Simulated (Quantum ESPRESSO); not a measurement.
Here is a Quantum ESPRESSO 7.5 calculation.

pw.in

```
&CONTROL
  calculation = 'scf'
  prefix = 'pwscf'
  outdir = './tmp'
  pseudo_dir = './pseudo'
  tprnfor = .true.
  tstress = .true.
  disk_io = 'nowf'
/
&SYSTEM
  ibrav = 0
  nat = 2
  ntyp = 1
  ecutwfc = 56
  ecutrho = 448
  nbnd = 28
  occupations = 'smearing'
  smearing = 'fd'
  degauss = 0.00367493
  nspin = 2
  starting_magnetization(1) = 0.1176
/
&ELECTRONS
  conv_thr = 4d-10
  electron_maxstep = 120
  mixing_beta = 0.3
/
ATOMIC_SPECIES
Co    58.9332 co_pbesol_v1.2.uspp.F.UPF
CELL_PARAMETERS angstrom
   2.4873648738    0.0000000000    0.0000000000
  -1.2436824369    2.1541211692    0.0000000000
   0.0000000000    0.0000000000    4.0632895034
ATOMIC_POSITIONS crystal
Co     0.3313670000    0.6497470000    0.7371330000
Co     0.6702970000    0.3205170000    0.2636990000
K_POINTS automatic
12 12 7 0 0 0
```

Potentials or basis: GBRV 1.5 PBEsol.

Command:

```sh
$ OMP_NUM_THREADS=1 mpirun -n 2 pw.x -nk 2 -in pw.in > pw.out
```

(1) What does it give for the site moments?

(2) Predict the absolute moment.

Answers

(1) Co +1.75 μB.

(2) 3.68 μB per cell.
